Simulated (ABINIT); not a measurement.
Write the native input for ABINIT 10.8.3 (patched build) that does the following.

```yaml
Task: single point
Functional: PBE
Potentials_or_basis: JTH PAW PBE v2.0
Cutoff: 517 eV
k_mesh: 10 × 10 × 10
Occupations: fermi-dirac, width 0.05 eV
Spin: no spin polarisation
Fine-grid_cutoff: 1034.03 eV
Exchange_and_correlation_inside_the_PAW_spheres: full angular mesh (pawxcdev 0, this build's default; the released program takes 1)
```

ZrC:

```
Zr C
1.0
     0.00000    2.36500    2.36500
     2.36500    0.00000    2.36500
     2.36500    2.36500    0.00000
Zr C
1 1
Direct
  0.49014 0.49591 0.50642
  0.98906 0.99528 0.02158
```

The cell isn't the ideal one: atoms moved at random, drawn with an rms of 0.05 Å.

These files were run (other wordings do the same):

run.abi

```
# Pseudopotentials
pp_dirpath "./"
pseudos "Zr.GGA_PBE-JTH.xml, C.GGA_PBE-JTH.xml"

# Structure
acell 3*1.0 Angstrom
rprim
     0.0000000000     2.3650000000     2.3650000000
     2.3650000000     0.0000000000     2.3650000000
     2.3650000000     2.3650000000     0.0000000000
ntypat 2
znucl 40 6
natom 2
typat 1 2
xred
     0.4901410000     0.4959120000     0.5064160000
    -0.0109390000    -0.0047220000     0.0215780000
chkprim 0
chksymtnons 0
tolsym 1.0e-6

# Plane-wave basis
ecut 517.016339 eV
pawecutdg 38.0

# k points
kptopt 1
ngkpt 10 10 10
nshiftk 1
shiftk 0.0 0.0 0.0

# Exchange and correlation
ixc 11

# Bands and occupations
nband 12
occopt 3
tsmear 0.05 eV

# SCF cycle
nstep 100
tolvrs 1.0e-9

# Output
iomode 3
prtwf 0
prtden 0
prteig 0
prtebands 0
enunit 2
```

Potentials or basis: JTH PAW PBE v2.0.

Command:

```bash
$ abinit run.abi > log 2>&1
```

It gave:

```json
{"Pressure": "-2.9 GPa", "Largest force": "0.307 eV/Å", "Band gap on the k mesh": "none (metal or under the smearing width)", "Valence electrons inside the program's atomic spheres": "Zr 9.02; C 2.38"}
```

It took 2.1 min on 1 thread of Arm Neoverse V1, with other jobs on the host, peak memory 0.25 GiB.
